Diamond-type germanium is calculated with a hybrid functional at seven volumes, all smaller than its equilibrium volume. Two energies are followed. The band gap is the distance from the highest filled level to the lowest empty one, wherever in the crystal's wavevector space the two lie. The least direct gap is the smallest such distance at one and the same wavevector. Rows are named by their volume in Å$^3$ per atom.

Diamond-type germanium, calculated with Ansatz 0.2.0: HSE06, PAW, plane-wave cutoff 420 eV, 6×6×6 k mesh, fixed occupations, no spin polarisation or spin–orbit coupling. The cells are hydrostatically strained from the r2SCAN geometry. Gaps are the least found over the mesh, named k points and, in some rows, an extra point from a PBE search.

```tsv
volume (Å³/atom)	shortest distance (Å)	band gap (eV)	least direct gap (eV)
20.199	2.359	0.889	2.091
20.383	2.366	1.028	1.992
20.837	2.383	0.940	1.752
21.488	2.408	1.003	1.420
21.679	2.415	0.969	1.325
21.819	2.420	0.944	1.256
22.153	2.432	0.887	1.095
```

**(a) The band gap rises, drops, rises again and falls. Which of these turns are suspect, and what in the numbers gives them away?**

The least direct gap serves as a witness, since it comes from the same crystals and the same functional. It falls at every step, and its slope drifts gently from −0.54 to −0.48 eV per Å$^3$. The crystals therefore change smoothly, and so does the calculation of their levels at that wavevector.

The slope of the band gap, by contrast, runs +0.76, −0.19 and +0.10 eV per Å$^3$ over the first three steps. A gap can have a kink where the lowest empty level passes from one place in wavevector space to another. Such a kink can turn a rise into a fall as the volume grows, but never a fall into a rise, because the gap always follows the lower of two smooth curves. A dip with a sharp upward turn, as at 20.837, does not fit this picture, so the spike at 20.383 or the dip beside it must be false.

The wavevectors at which the gap was read settle which. In rows 20.199 and 20.837 the lowest empty level was found at an extra point between the nodes of the regular mesh. In row 20.383 it sits exactly on a node. On the mesh alone, the two neighbours would have gaps of 1.014 and 1.060 eV, and the 1.028 eV of row 20.383 would fall neatly between them. The spike is a comparison of unequal samplings.

**(b) Why does the mesh fail here, and how large is the error in row 20.383?**

A mesh sees the bands only at its nodes. If the lowest empty level lies between two nodes, the mesh reports a higher one, so for given bands this reading error makes the gap too large and never too small. The error grows with the curvature of the band and with the distance to the nearest node. At small volume the minimum lies on the line from the centre of wavevector space, Γ, to the boundary point X. This mesh has nodes at two thirds of that line and at X itself, and the minimum falls between them.

The levels at these nodes reveal how deep it lies. In the diamond structure, symmetry makes the two lowest empty bands meet at X and pass through each other. The lower band thus continues smoothly beyond X, where it takes the energies that the upper band has before X. Three computed levels of row 20.383 therefore belong to one smooth curve: the lower band at two thirds, the level at X, and the upper band at two thirds, which stands for the node one step beyond X.

Measured from the highest filled level, these energies are 1.028, 1.111 and $12.281-9.724=2.557$ eV. Let $t$ count mesh steps from X, positive away from Γ. The parabola through the three levels is

$$E(t)=E_X+bt+\tfrac{1}{2}ct^2,$$

where $E_X$ is the level at X, $b=(2.557-1.028)/2\approx0.765$ eV is the slope there, and $c=2.557-2\times1.111+1.028\approx1.36$ eV is the curvature. Its minimum lies at $t=-b/c\approx-0.56$. As X is three steps from Γ, this is $(3-0.56)/3\approx0.81$ of the way to X. The gap there is

$$E_X-\frac{b^2}{2c}\approx1.111-\frac{0.765^2}{2\times1.36}\approx0.90\ \text{eV}.$$

The listed gap of row 20.383 is thus about 0.13 eV too large. The neighbouring rows, which had no part in the parabola, support this: their extra point also lies at 0.81 of the line, and it lowers their gaps by 0.12 to 0.13 eV. So close a match is better than nodes this far apart can promise in general. The printed analysis below gives the estimate with the slopes and differences used here.

Row 21.679 is the control. It too was read without a search between the nodes, yet it lies smoothly between its neighbours. At these larger volumes the lowest empty level is at L, another boundary point, which is itself a node. The direct gap is safe for the same reason, since it is read at Γ. A mesh can therefore be good for one gap and poor for another in the same crystal.

**(c) Would it be enough to use the mesh values in every row? What is left of the maximum?**

The mesh values alone rise to a single highest value, at 20.837, and then fall. The spike is gone, but the curve is still wrong: its first three values are too large by about 0.12 to 0.13 eV, while the last three, read at L, are sound. An orderly curve suggests that the rows were treated alike, not that they were treated well. The cure is to search the line from Γ to X in every row, with the hybrid functional itself.

A real maximum remains, because two valleys of the empty bands compete. The gap to the valley near X grows with volume by 0.08 eV per Å$^3$, whereas the gap to L shrinks by 0.17 eV per Å$^3$. Bonding offers the usual explanation, though the orbital character of the states was not computed here. The lowest empty state at Γ is an antibonding combination of s orbitals, which shorter bonds push up strongly; the state at L shares this character in part. The valley near X is expected to have less s character, with p and d mixed in, and so largely escapes that push. This makes its weak response plausible, but does not by itself explain why its gap shrinks on compression.

The two valleys change places close to row 21.488, and there the table cannot settle the order. Its listed gap of 1.003 eV belongs to L. The extra points were chosen by a search with the simpler functional PBE, and in this row that search ended at L, so the minimum near X was never read. If the valley near X kept its slope from the smaller volumes, it would lie at $0.940+0.052=0.992$ eV, about 0.01 eV lower. A straight continuation is not reliable to that margin, but its likely errors lean one way. The mesh gap of the first three rows rises ever more slowly, by 0.075 and then 0.070 eV per Å$^3$, and a level read at a fixed point cannot lie below the true minimum of its valley. The valley near X is therefore probably still the lower one, and the listed gap slightly too large.

The first and last rows have almost the same gap, 0.889 and 0.887 eV, but through different valleys, so further compression lowers the first and raises the last. The absolute values carry an error of their own: spin–orbit coupling, left out here, would lower all the gaps by roughly 0.1 eV. That shift is nearly common to all rows, so it moves the whole curve and leaves its shape alone. Uneven sampling, an error of the same size, changes the shape.

The analysis program printed:

```
Gap on the mesh alone and slopes from the row before:
     row  mesh gap eV  lowering by extra point eV  slope of band gap eV per A3  slope of direct gap eV per A3
  20.199        1.014                       0.125                          n/a                            n/a
  20.383        1.028                   -0.000291                       0.7554                         -0.538
  20.837         1.06                      0.1195                      -0.1938                        -0.5286
  21.488        1.003                   -0.000375                      0.09677                          -0.51
  21.679       0.9688                    -0.00021                       -0.178                        -0.4974
  21.819       0.9445                      0.0005                      -0.1786                        -0.4929
  22.153       0.8874                     0.00041                      -0.1707                         -0.482
Apparent rise from 20.199 to 20.383 in eV: 0.139
Apparent drop from 20.383 to 20.837 in eV: 0.088
Row 20.383 gap to the L level in eV: 1.208
Row 20.383 gap to the X level in eV: 1.111
Row 20.383 estimated place of the minimum as fraction of Gamma-X: 0.8128
Extra point of the neighbours as fraction of Gamma-X: 0.8125
Row 20.383 estimated gap at the missed minimum in eV: 0.8968
Row 20.383 estimated excess of the listed gap in eV: 0.1312
Slope of the Gamma-X valley gap from 20.199 to 20.837 in eV per A3: 0.07994
Slope of the L valley gap from 21.488 to 22.153 in eV per A3: -0.1744
Gap difference from 20.837 to 21.488 in eV: 0.063
Rise over that step if the Gamma-X slope went on in eV: 0.05204
Gap difference between first and last row in eV: 0.002
```
